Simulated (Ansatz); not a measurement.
Input and output for Si (sc type): DFT, PBE, PAW with Ansatz's default frozen-core files, scalar-relativistic (Ansatz 0.2.0). This run: sc relaxed under pressure.

The start is a guessed cell of a prototype that needn't be stable.

Command: `ansatz run input.yaml --threads 1 --pin off --max-ram 3584MiB --backend cpu --events-out ev --progress --plain --runs-dir out` It took 5.7 s on 1 thread of Intel(R) Xeon(R) Platinum 8488C (Sapphire Rapids) (shared host), peak memory 0.33 GiB.

```yaml
crystal:
  lattice:
    - [2.3891869918, 0.0, 0.0]
    - [0.0, 2.3891869918, 0.0]
    - [0.0, 0.0, 2.3891869918]
  atoms:
    - { symbol: Si, position: [0.0, 0.0, 0.0] }
kpoints:
  mp_grid: { grid: [15, 15, 15] }
scf:
  occupations: { method: fermi_dirac, width: 0.08 }
hamiltonian:
  xc: pbe
  pseudopotentials: { kind: paw }
output:
  forces: true
  stress: true
  eigenvalues: true
relax:
  f_tol: 0.005
  max_steps: 40
  cell: { p_target: 13.0, stress_tol: 0.03 }
```

Output:

```
Engine: ansatz 0.2.0
Pseudopotentials: kind: paw
Pseudopotential: Si, paw, valence charge 4, recommended cutoff 420 eV (normal), Si.paw.azcp
Functional definition: PBE
  parameter kappa = 0.804
  parameter beta = 0.06672455060314922
  exchange = pbe_x(kappa = kappa, mu = beta*pi^2/3)
  correlation = pbe_c(beta = beta)
Crystal: 1 atoms, lattice volume = 13.638 Å³
Basis set: ecut = 420 eV, 251 PW (Γ), exchange–correlation on 32×32×32 points (8 copies of the dense FFT grid, shifted against one another)
Bands: 6, of which v1, the nominal top of the filled ones, is band 2 counted from 1 (1 counted from 0)
Symmetry: 48 space group operations
Space group: Pm-3m (ITA 221), of the structure as read, at distance tolerance 2.4e-5 Å
k-points: 120 of 3375
Non-local potential: Si, projectors of the file, l = 0: 2, l = 1: 2, l = 2: 2
PAW form: soft (Blöchl's): semilocal exchange-correlation on the pseudo side does not see the compensation charge
PAW one-centre angular grid: Si, 110 points (default); XC on 64 Gauss nodes
Initial density: superposition of atomic densities (neutral atoms: chi_scale 0, normalization atom), corrected by the library's trained network
Initial wavefunctions: pseudopotential atomic-orbital guess
Functional: x = pbe(κ = 0.804, μ = 0.2195149727645171), c = pbe(β = 0.06672455060314922)
SCF iter   1: F=—  HF=-635.297005 eV  |F-HF|=—  |Δ(HF+E_count)|=         —  Δρ=1.49e-3  dr2=9.03e-5  ethr=1.77e-3  ⟨swp⟩=5.4  Hψ=6911  notcnv=0
preconditioner: auto → none  [metal: Δε(μ)=0.197 eV  Ē_g=14.851 eV  σ=0.080 eV  W_gap=0.48  n_scr=0 (ndim 8)  ℏωp=20.1 eV  f_vac=0.000  D(μ)=0.36/eV (n_scr^D=0)]
SCF iter   2: F=—  HF=-635.297205 eV  |F-HF|=—  |Δ(HF+E_count)|=   2.00e-4  Δρ=7.50e-4  dr2=2.33e-5  ethr=2.26e-6  ⟨swp⟩=2.2  Hψ=1884  notcnv=0
SCF iter   3: F=—  HF=-635.297267 eV  |F-HF|=—  |Δ(HF+E_count)|=   6.23e-5  Δρ=8.06e-5  dr2=4.36e-7  ethr=5.82e-7  ⟨swp⟩=2.1  Hψ=943  notcnv=0
iter 4 did not close the SCF: its close was put off for the readings that it lacked (scf_convergence_deferred on its scf_iter line)
SCF iter   4: F=-635.297268 eV  HF=-635.297268 eV  |F-HF|=9.44e-9  |Δ(HF+E_count)|=   4.95e-7  Δρ=1.34e-5  dr2=2.55e-8  ethr=1.09e-8  ⟨swp⟩=2.4  Hψ=949  notcnv=0
iter 5 did not close the SCF: its close was put off for the readings that it lacked (scf_convergence_deferred on its scf_iter line)
SCF iter   5: F=-635.297268 eV  HF=-635.297268 eV  |F-HF|=2.89e-11  |Δ(HF+E_count)|=   6.64e-9  Δρ=5.70e-7  dr2=3.10e-11  ethr=6.36e-10  ⟨swp⟩=2.0  Hψ=942  notcnv=0
SCF iter   6: F=-635.297268 eV  HF=-635.297268 eV  |F-HF|=1.14e-13  |Δ(HF+E_count)|=  3.25e-11  Δρ=8.34e-8  dr2=1.06e-12  ethr=1.00e-12  ⟨swp⟩=1.2  Hψ=2145  notcnv=0
SCF 1 converged in 6 iterations: F = -635.297268 eV  dr2 = 1.06e-12
  greatest PAW one-centre occupation: 0.669 electrons in one spin orbital (limit 2), on the Si atom at site 0 (counted from 0), in its partial waves of l = 0
relax step   1: F+E_penalty+E_count = -635.29726784 eV  Δ(F+E_penalty+E_count) = +0.000e0 eV  max|allowed force component| = 0.000e0 eV/Å  Δτ_max = 0.0000 Å  P = +25.494 GPa  Ω = 13.638 Å³  (6 SCF iters, dr2 threshold 1.00e-7 eV, accepted)
Crystal: 1 atoms, lattice volume = 14.373 Å³
Basis set: ecut = 420 eV, 257 PW (Γ), exchange–correlation on 32×32×32 points (8 copies of the dense FFT grid, shifted against one another)
Initial density: handed on by an earlier stage of this run
Initial wavefunctions: those handed on with the density
iter 1 solved again at ethr=9.02e-6 eV; its pass at ethr=3.10e-3 eV (dr2=3.61e-4 eV) is discarded
SCF iter   1: F=—  HF=-635.391196 eV  |F-HF|=—  |Δ(HF+E_count)|=         —  Δρ=1.78e-3  dr2=3.48e-4  ethr=9.02e-6  ⟨swp⟩=1.1  Hψ=7420  notcnv=0
preconditioner: auto → none  [metal: Δε(μ)=0.094 eV  Ē_g=14.404 eV  σ=0.080 eV  W_gap=0.28  n_scr=0 (ndim 8)  ℏωp=19.6 eV  f_vac=0.000  D(μ)=0.35/eV (n_scr^D=0)]
SCF iter   2: F=—  HF=-635.391066 eV  |F-HF|=—  |Δ(HF+E_count)|=   1.30e-4  Δρ=8.91e-4  dr2=8.45e-5  ethr=8.70e-6  ⟨swp⟩=1.0  Hψ=720  notcnv=0
SCF iter   3: F=—  HF=-635.391155 eV  |F-HF|=—  |Δ(HF+E_count)|=   8.87e-5  Δρ=3.99e-5  dr2=9.87e-8  ethr=2.50e-9  ⟨swp⟩=4.8  Hψ=4552  notcnv=0
SCF iter   4: F=-635.391155 eV  HF=-635.391155 eV  |F-HF|=1.49e-9  |Δ(HF+E_count)|=   9.52e-8  Δρ=3.73e-6  dr2=1.25e-9  ethr=2.47e-9  ⟨swp⟩=2.2  Hψ=2264  notcnv=0
SCF 2 converged in 4 iterations: F = -635.391155 eV  dr2 = 1.25e-9
  greatest PAW one-centre occupation: 0.665 electrons in one spin orbital (limit 2), on the Si atom at site 0 (counted from 0), in its partial waves of l = 0
relax step   2: F+E_penalty+E_count = -635.39115505 eV  Δ(F+E_penalty+E_count) = -9.389e-2 eV  max|allowed force component| = 0.000e0 eV/Å  Δτ_max = 0.0000 Å  P = +15.866 GPa  Ω = 14.373 Å³  energy of the carried Pulay correction = -1.586e-4 eV  (4 SCF iters, dr2 threshold 1.00e-7 eV, accepted)
Crystal: 1 atoms, lattice volume = 14.608 Å³
iter 1 solved again at ethr=8.55e-7 eV; its pass at ethr=3.10e-3 eV (dr2=3.42e-5 eV) is discarded
SCF iter   1: F=—  HF=-635.412272 eV  |F-HF|=—  |Δ(HF+E_count)|=         —  Δρ=5.40e-4  dr2=3.32e-5  ethr=8.55e-7  ⟨swp⟩=2.0  Hψ=7103  notcnv=0
preconditioner: auto → none  [metal: Δε(μ)=0.097 eV  Ē_g=14.269 eV  σ=0.080 eV  W_gap=0.29  n_scr=0 (ndim 8)  ℏωp=19.4 eV  f_vac=0.000  D(μ)=0.34/eV (n_scr^D=0)]
SCF iter   2: F=—  HF=-635.412392 eV  |F-HF|=—  |Δ(HF+E_count)|=   1.21e-4  Δρ=2.65e-4  dr2=7.75e-6  ethr=8.29e-7  ⟨swp⟩=1.0  Hψ=720  notcnv=0
SCF iter   3: F=-635.412390 eV  HF=-635.412390 eV  |F-HF|=9.59e-9  |Δ(HF+E_count)|=   2.57e-6  Δρ=1.21e-5  dr2=1.04e-8  ethr=2.50e-9  ⟨swp⟩=3.7  Hψ=3586  notcnv=0
SCF 3 converged in 3 iterations: F = -635.412390 eV  dr2 = 1.04e-8
  greatest PAW one-centre occupation: 0.664 electrons in one spin orbital (limit 2), on the Si atom at site 0 (counted from 0), in its partial waves of l = 0
relax step   3: F+E_penalty+E_count = -635.41238990 eV  Δ(F+E_penalty+E_count) = -2.123e-2 eV  max|allowed force component| = 0.000e0 eV/Å  Δτ_max = 0.0000 Å  P = +13.250 GPa  Ω = 14.608 Å³  energy of the carried Pulay correction = -2.074e-4 eV  (3 SCF iters, dr2 threshold 1.00e-7 eV, accepted)
Crystal: 1 atoms, lattice volume = 14.631 Å³
iter 1 solved again at ethr=1.08e-8 eV; its pass at ethr=3.10e-3 eV (dr2=4.30e-7 eV) is discarded
SCF iter   1: F=—  HF=-635.414123 eV  |F-HF|=—  |Δ(HF+E_count)|=         —  Δρ=6.28e-5  dr2=4.25e-7  ethr=1.08e-8  ⟨swp⟩=1.7  Hψ=6971  notcnv=0
[... lines left out ...]
SCF iter   1: F=—  HF=-635.414827 eV  |F-HF|=—  |Δ(HF+E_count)|=         —  Δρ=6.49e-6  dr2=4.32e-9  ethr=1.13e-10  ⟨swp⟩=2.5  Hψ=7146  notcnv=0
preconditioner: auto → none  [metal: Δε(μ)=0.097 eV  Ē_g=14.254 eV  σ=0.080 eV  W_gap=0.29  n_scr=0 (ndim 8)  ℏωp=19.4 eV  f_vac=0.000  D(μ)=0.34/eV (n_scr^D=0)]
SCF iter   2: F=-635.414819 eV  HF=-635.414819 eV  |F-HF|=6.54e-10  |Δ(HF+E_count)|=   7.98e-6  Δρ=4.29e-6  dr2=2.01e-9  ethr=7.44e-11  ⟨swp⟩=3.0  Hψ=2506  notcnv=0
SCF 6 converged in 2 iterations: F = -635.414819 eV  dr2 = 2.01e-9
relax step   6: F+E_penalty+E_count = -635.41481902 eV  Δ(F+E_penalty+E_count) = -2.622e-4 eV  max|allowed force component| = 0.000e0 eV/Å  Δτ_max = 0.0000 Å  P = +13.000 GPa  Ω = 14.634 Å³  energy of the carried Pulay correction = -5.242e-7 eV  (2 SCF iters, dr2 threshold 2.98e-9 eV, accepted)
iter 1 solved again at ethr=7.69e-8 eV; its pass at ethr=3.10e-3 eV (dr2=3.08e-6 eV) is discarded
SCF iter   1: F=—  HF=-635.414827 eV  |F-HF|=—  |Δ(HF+E_count)|=         —  Δρ=3.34e-6  dr2=1.11e-9  ethr=7.69e-8  ⟨swp⟩=3.1  Hψ=9013  notcnv=0
SCF iter   2: F=—  HF=-635.414819 eV  |F-HF|=—  |Δ(HF+E_count)|=   7.83e-6  Δρ=3.11e-6  dr2=8.91e-10  ethr=2.78e-11  ⟨swp⟩=3.0  Hψ=1175  notcnv=0
SCF iter   3: F=—  HF=-635.414819 eV  |F-HF|=—  |Δ(HF+E_count)|=  5.05e-11  Δρ=3.71e-7  dr2=1.28e-11  ethr=2.23e-11  ⟨swp⟩=1.8  Hψ=841  notcnv=0
SCF iter   4: F=—  HF=-635.414819 eV  |F-HF|=—  |Δ(HF+E_count)|=  1.25e-12  Δρ=2.59e-7  dr2=4.34e-12  ethr=1.00e-12  ⟨swp⟩=5.0  Hψ=2087  notcnv=0
SCF iter   5: F=-635.414819 eV  HF=-635.414819 eV  |F-HF|=2.27e-13  |Δ(HF+E_count)|=  1.59e-12  Δρ=1.13e-7  dr2=7.01e-13  ethr=1.00e-12  ⟨swp⟩=4.0  Hψ=1800  notcnv=0
SCF 7 converged in 5 iterations: F = -635.414819 eV  dr2 = 7.01e-13
relax step   7: F+E_penalty+E_count = -635.41481902 eV  Δ(F+E_penalty+E_count) = -1.021e-10 eV  max|allowed force component| = 0.000e0 eV/Å  Δτ_max = 0.0000 Å  P = +13.000 GPa  Ω = 14.634 Å³  stress off target by 1.56e-4 GPa  SCF on the basis re-selected at this cell (its energy is not comparable with the rows above)  (5 SCF iters)
basis re-selected at this cell: Δ(F+E_penalty+E_count) = -1.021e-10 eV, ΔP = -0.000 GPa vs the last step (what re-selecting the basis moved, of the pressure what is left beyond the Pulay correction that the steps carried, after the strain that the cell walked since its last selection, with what the two solves' SCF thresholds leave and, on support functions, any second-order correction that the steps lacked; it is no measure of the basis error at this ecutwfc). This SCF's stress stands 1.56e-4 GPa from its target on what of the cell is left free (relax.cell.stress_tol is 3.00e-2 GPa) and its largest allowed force component is 0.00e0 eV/Å (relax.f_tol is 5.00e-3 eV/Å): within both
SCF converged after 5 iterations
Free energy (F): -635.414819 eV
Harris-Foulkes:  -635.414819 eV  (|F-HF|=2.27e-13)
Internal energy: -635.407672 eV  (E = F + TS)
E sigma→0 (E₀):  -635.411246 eV
Entropy (-TS):   -0.007147 eV (-7.147 meV/atom)
Fermi energy:    10.111266 eV
--- Per-component energies (eV) ---
  E_band       = 18.085906
  E_kinetic    = 42.334143
  E_local      = -2.841303  (includes V_loc(G=0)·N_el)
  E_nonlocal   = 26.164594
  E_hartree    = 1.496992
  E_xc         = -56.355736
  E_vxc        = -48.292504  (∫ρ·V_xc dr)
  E_paw        = -512.579985  (= ΣΔE_a)
  E_vpaw       = -2.273015  (= ΣTr[D̂ρ^β])
  E_aug_tail   = 0.000007  (compensation charges beyond the density's cutoff)
  E_ewald      = -133.626385
  E_smearing   = -0.007147  (= −TS)
  E_closure    = 0.000000  (closes the sum)
  Σ components = -635.414819   (vs F -635.414819, Δ=0.00e0)
--- Forces (eV/Å), atoms counted from 1 ---
  atom   1  Si     0.00000000     0.00000000     0.00000000
  max |Σ_I F_I| component: 1.28e-34 eV/Å
--- Stress (GPa, compression-positive) ---
       13.000156      -0.000000       0.000000
       -0.000000      13.000156      -0.000000
        0.000000      -0.000000      13.000156
  P = ⅓ Tr σ = 13.0002 GPa (130.002 kbar)
--- Band table (eV; the first three rows and the last of 120) ---
  k-point 0: bands = ["-3.9772", "17.5811", "17.5811", "18.4830", "18.4830", "18.4830"]
  k-point 1: bands = ["-3.8709", "15.5733", "17.6671", "18.5710", "18.5710", "20.3297"]
  k-point 2: bands = ["-3.5529", "13.1706", "17.9207", "18.8342", "18.8342", "22.2034"]
  k-point 119: bands = ["10.0414", "10.7051", "10.7051", "14.9695", "15.2635", "15.2635"]
--- Relaxed structure (5 steps of the walk, 5 accepted, 2 SCFs on fresh bases) ---
  F+E_penalty+E_count = -635.41481902 eV   max|allowed force component| = 0.000e0 eV/Å   (the final SCF, on the basis selected at the relaxed cell)
  cell:  # Å, volume = 14.6340 Å³
    - [2.4459886566369087, 1.0281657255192274e-33, 1.2889687388216655e-34]
    - [2.577937477643331e-34, 2.4459886566369087, 0.0]
    - [-1.2789378536946488e-34, 0.0, 2.4459886566369087]
  atoms:
    - { symbol: Si, position: [0.0, 0.0, 0.0] }
```
